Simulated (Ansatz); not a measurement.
The system is FeO (Wuestite).

```
Fe O
1.0
     0.00000    2.15540    2.15540
     2.15540    0.00000    2.15540
     2.15540    2.15540    0.00000
Fe O
1 1
Direct
  0.00000 0.00000 0.00000
  0.50000 0.50000 0.50000
```

```yaml
Program: Ansatz 0.2.0
Task: relaxation of cell and atoms
Functional: PBEsol
Potentials_or_basis: all-electron LAPW, scalar-relativistic
Basis_error_allowed: 0.001 eV/atom
k_mesh: 11 × 11 × 11
Occupations: fermi-dirac, width 0.05 eV
Spin: collinear spin, ferromagnetic start
Starting_moments: "[3.0, 0.0] μB"
```

At the start: volume 10.01 Å³/atom.

How do energy, volume and symmetry change on relaxing?

Over 5 steps the energy falls by 12.5 meV/atom and the volume is 9.57 Å³/atom (-4.5 %); space group Fm-3m (No. 225, to 0.05 Å); moment 4.00 μB per cell.

The path:
```tsv
step	energy change (eV)	largest force (eV/Å)	volume (Å³)
1	0.0000	0.0000	20.03
2	-0.0214	0.0000	19.46
3	-0.0249	0.0000	19.11
4	-0.0250	0.0000	19.13
5	-0.0250	0.0000	19.13
```

Final structure:
```xyz
2
Lattice="0.0000 2.1228 2.1228 2.1228 0.0000 2.1228 2.1228 2.1228 0.0000" Properties=species:S:1:pos:R:3 pbc="T T T"
Fe    0.0000    0.0000    0.0000
O     2.1228    2.1228    2.1228
```

Caveat: a cell with one magnetic atom can't hold antiferromagnetic order, which such compounds often take.
